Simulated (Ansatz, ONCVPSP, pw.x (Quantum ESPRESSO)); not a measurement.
# pw.x on fcc V: one setting changed

Potential: optimised norm-conserving Vanderbilt (ONCV), ONCVPSP 4.0.1.1 (patched build), PBE; core [Ne] 3s2, reference 3p6 3d3 4s2; waves: 4s: rc 2.30 bohr, ncon 4, nbas 9, qcut 2.9 1/bohr, 2 projectors, debl 1.35 Ha; 3p: rc 1.65 bohr, ncon 4, nbas 8, qcut 8.6 1/bohr, 1 projector; 3d: rc 2.30 bohr, ncon 3, nbas 8, qcut 6.1 1/bohr, 2 projectors, debl 1.6 Ha; local part: polynomial inside 1.50 bohr (lpopt 2, dvloc0 0 Ha); core correction: none.

The reference run (k-mesh 15³, cutoffs 65/260 Ry, Fermi–Dirac 0.01 Ry, mixing_beta 0.4, conv_thr 1e-9, no spin) gives 1.56 GPa at 13.969 Å³/atom, where all-electron LAPW gives -0.35 GPa. This run, with its own iteration cap, changes diagonalization to cg.

```
&control
  calculation='scf', prefix='x', pseudo_dir='./', outdir='./tmp', tstress=.true., disk_io='none'
/
&system
  ibrav=0, nat=1, ntyp=1, ecutwfc=65, ecutrho=260, nbnd=13,
  occupations='smearing', smearing='fd', degauss=0.01
/
&electrons
  conv_thr=1e-09, mixing_beta=0.4, electron_maxstep=70, diagonalization='cg'
/
ATOMIC_SPECIES
V 1.0 V.UPF
CELL_PARAMETERS angstrom
  0.00000000 1.91151821 1.91151821
  1.91151821 0.00000000 1.91151821
  1.91151821 1.91151821 0.00000000
ATOMIC_POSITIONS crystal
V 0.0000 0.0000 0.0000
K_POINTS automatic
15 15 15 0 0 0
```

```bash
pw.x < V.scf.in > V.scf.out
```

Problem. How does the run end?

Solution. It converges in 12 iterations; the free energy moves by +0.0 meV/atom and the pressure by -0.01 GPa. The result is that of the reference run.

```
Message from routine setup:
     using ibrav=0 with symmetry is DISCOURAGED, use correct ibrav instead
     lattice parameter (alat)  =       5.1085  a.u.
     unit-cell volume          =      94.2675 (a.u.)^3
     number of electrons       =        11.00
     number of Kohn-Sham states=           13
     kinetic-energy cutoff     =      65.0000  Ry
     charge density cutoff     =     260.0000  Ry
     scf convergence threshold =      1.0E-09
     Exchange-correlation= PBE
     number of k points=   120  Fermi-Dirac smearing, width (Ry)=  0.0100
     iteration #  1     ecut=    65.00 Ry     beta= 0.40
     c_bands:  1 eigenvalues not converged
     total energy              =     -93.23754127 Ry
     estimated scf accuracy    <       0.04230031 Ry
     iteration #  2     ecut=    65.00 Ry     beta= 0.40
     total energy              =     -93.24081311 Ry
     estimated scf accuracy    <       0.00367879 Ry
     iteration #  3     ecut=    65.00 Ry     beta= 0.40
     total energy              =     -93.24191081 Ry
     estimated scf accuracy    <       0.00036600 Ry
     iteration #  4     ecut=    65.00 Ry     beta= 0.40
     c_bands:  1 eigenvalues not converged
     total energy              =     -93.24195570 Ry
     estimated scf accuracy    <       0.00015799 Ry
     iteration #  5     ecut=    65.00 Ry     beta= 0.40
     total energy              =     -93.24198842 Ry
     estimated scf accuracy    <       0.00000135 Ry
     iteration #  6     ecut=    65.00 Ry     beta= 0.40
     total energy              =     -93.24198925 Ry
     estimated scf accuracy    <       0.00000187 Ry
     iteration #  7     ecut=    65.00 Ry     beta= 0.40
     total energy              =     -93.24198918 Ry
     estimated scf accuracy    <       0.00000031 Ry
     iteration #  8     ecut=    65.00 Ry     beta= 0.40
     total energy              =     -93.24198936 Ry
     estimated scf accuracy    <       0.00000027 Ry
     iteration #  9     ecut=    65.00 Ry     beta= 0.40
     total energy              =     -93.24198912 Ry
     estimated scf accuracy    <       0.00000158 Ry
     iteration # 10     ecut=    65.00 Ry     beta= 0.40
     total energy              =     -93.24198933 Ry
     estimated scf accuracy    <       0.00000005 Ry
     iteration # 11     ecut=    65.00 Ry     beta= 0.40
     total energy              =     -93.24198933 Ry
     estimated scf accuracy    <       0.00000001 Ry
     iteration # 12     ecut=    65.00 Ry     beta= 0.40
     the Fermi energy is    15.5881 ev
!    total energy              =     -93.24198933 Ry
     estimated scf accuracy    <          4.4E-10 Ry
     smearing contrib. (-TS)   =      -0.00795557 Ry
     The total energy is F=E-TS. E is the sum of the following terms:
     one-electron contribution =     -19.35123726 Ry
     hartree contribution      =      15.54622796 Ry
     xc contribution           =     -12.63908179 Ry
     ewald contribution        =     -76.78994267 Ry
     convergence has been achieved in  12 iterations
          total   stress  (Ry/bohr**3)                   (kbar)     P=       15.50
     Message from routine punch:
     Nothing written, as per user request (disk_io='none')
```

The run took about 29 s on one core of a shared host (Intel(R) Xeon(R) Platinum 8488C, 96 threads, 744 GiB, load 39).
